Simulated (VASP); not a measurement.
Here is a VASP 6.6.1 calculation.

INCAR

```
PREC = Accurate
ENCUT = 520
EDIFF = 1E-6
ISMEAR = 1
SIGMA = 0.1
LREAL = F
LASPH = T
NELM = 150
ALGO = Normal
ISIF = 2
LWAVE = F
LCHARG = T
LNONCOLLINEAR = T
MAGMOM = 0.354 0.354 0 -0.354 -0.354 0 0 0 0 0 0 0
LORBIT = 11
GGA = PS
LVHAR = T
NBANDS = 50
```

KPOINTS

```
regular mesh
0
Gamma
  5 5 3
```

The input POSCAR:

```
CdSe
1.0
    4.3000000000      0.0000000000      0.0000000000
   -2.1500000000      3.7239092363      0.0000000000
    0.0000000000      0.0000000000      7.0200000000
Cd Se
2 2
Direct
    0.6666666667      0.3333333333      0.5000000000
    0.3333333333      0.6666666667      0.0000000000
    0.6666666667      0.3333333333      0.8850000000
    0.3333333333      0.6666666667      0.3850000000
```

Potentials or basis: VASP PAW PBE potentials, release 64 (Cd, Se).

Launch:

```sh
$ cat potpaw_PBE.64/Cd/POTCAR potpaw_PBE.64/Se/POTCAR > POTCAR
$ mpirun -np 1 vasp_ncl > vasp.out
```

Estimate the net moment.

0.00 μB per cell.

What does it give for the pressure?

0.5 GPa.

Stress tensor (GPa, compression positive):
```
 1.19  0.00  0.00
 0.00  1.19  0.00
 0.00  0.00 -0.77
```

Caveat: the PAW data sets were made with another functional, which shifts forces and pressure a little.

**What was measured.**

From a printed reference work, data compilation, for a bulk crystal of CdSe at 2 K: band gap 1.841 eV.

Against the measured gap of CdSe, 1.841 eV (2 K; a printed reference work, data compilation), the calculated 0.58 eV is off by -1.27 eV. So large a miss can be the level of theory's own, or it may mean another phase, state or a wrong row. Spin-orbit coupling on Cd, Se is left out. The value is that of PBEsol, without temperature or zero-point motion. Semilocal functionals fall short of measured gaps as a rule.
